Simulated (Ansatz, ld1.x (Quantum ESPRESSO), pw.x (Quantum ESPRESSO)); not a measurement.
La: does the RRKJ potential hold in the solid?

* Element: La
* Generator: ld1.x (Quantum ESPRESSO) 7.5
* Type: norm-conserving RRKJ (Kleinman–Bylander form)
* Functional: LDA (PW92)
* Relativity: scalar-relativistic
* Frozen core: [Xe]
* Valence charge: 3
* Reference configuration: 4f0 5d1 6s2 6p0
* Partial waves: 6p (bound, empty): rc 4.15 bohr; 5d (bound): rc 2.60 bohr; 4f (bound, empty): rc 1.65 bohr; 6s (bound): rc 3.25 bohr
* Local potential: the s channel
* Core correction: Bessel-smoothed model core inside 1.55 bohr

Atomic tests: cutoffs needed: 10 Ry and 18 Ry (the cutoffs (Ry, on a coarse ladder) from which the occupation-weighted sum of valence levels, in a spherical-Bessel basis at the reference potential, stays within 10 and 1 mRy of its value at 400 Ry) The cutoffs count occupied waves only; the empty 4f level needs 80 Ry at the loose tolerance.; ghost test: no extra level below or beside the all-electron valence levels (p, d, f, s tested) (spherical-Bessel basis up to 400 Ry, 20 bohr box); configuration tests: 1 of 9 tests not solved or not reliable.

Crystal test: fcc La in pw.x 7.5, no spin, 11³ k-points, Fermi–Dirac smearing 0.01 Ry, cutoffs 50/200 Ry. The reference is all-electron LAPW (Ansatz 0.2.0) with the same functional, mesh and smearing; V0 and B0 come from Birch–Murnaghan fits to the pressures at five volumes. Errors are pseudo minus all-electron; Δ is the rms difference of the E(V) curves that follow from these fits, minima aligned, over ±6 % about the mean V0. Mesh and smearing are coarse, so the numbers serve the comparison and aren't converged zero-temperature values; the lattice is a test structure that the element need not adopt.

All-electron: a0 = 5.059 Å (V0 = 32.36 Å³/atom), B0 = 29.1 GPa.

Task: How far does the potential miss the all-electron equation of state?

Result: mean pressure error (GPa): +4.97. The pressure does not cross zero within the volumes sampled, so no fit is given. The largest radius (4.15 bohr) exceeds half the bond length (3.37 bohr), so the spheres overlap, which is one possible source of error among others. This is a poor potential for the solid. Atomic configuration tests: 1 of 9 tests not solved or not reliable.

```json
{"V (Å³/atom)": "30.353", "P all-electron (GPa)": "1.99", "P pseudo (GPa)": "7.71"}
{"V (Å³/atom)": "31.152", "P all-electron (GPa)": "1.15", "P pseudo (GPa)": "6.48"}
{"V (Å³/atom)": "31.951", "P all-electron (GPa)": "0.38", "P pseudo (GPa)": "5.33"}
{"V (Å³/atom)": "32.750", "P all-electron (GPa)": "-0.34", "P pseudo (GPa)": "4.26"}
{"V (Å³/atom)": "33.549", "P all-electron (GPa)": "-1.01", "P pseudo (GPa)": "3.26"}
```

Task: At the middle volume, how do free energy and pressure move when the wave cutoff is lowered (ecutrho kept at four times it)?

Result:

| cutoff (Ry) | shift of F (meV/atom) | shift of P (GPa) |
| --- | --- | --- |
| 22 | +80.5 | +2.22 |
| 30 | +69.2 | +2.27 |
| 40 | +50.0 | +1.64 |

The run at the middle volume (56 k-points, 6 iterations) took about 10 s on one core of a shared host (Intel(R) Xeon(R) Platinum 8259CL CPU @ 2.50GHz, 48 threads, 374 GiB, load 40).
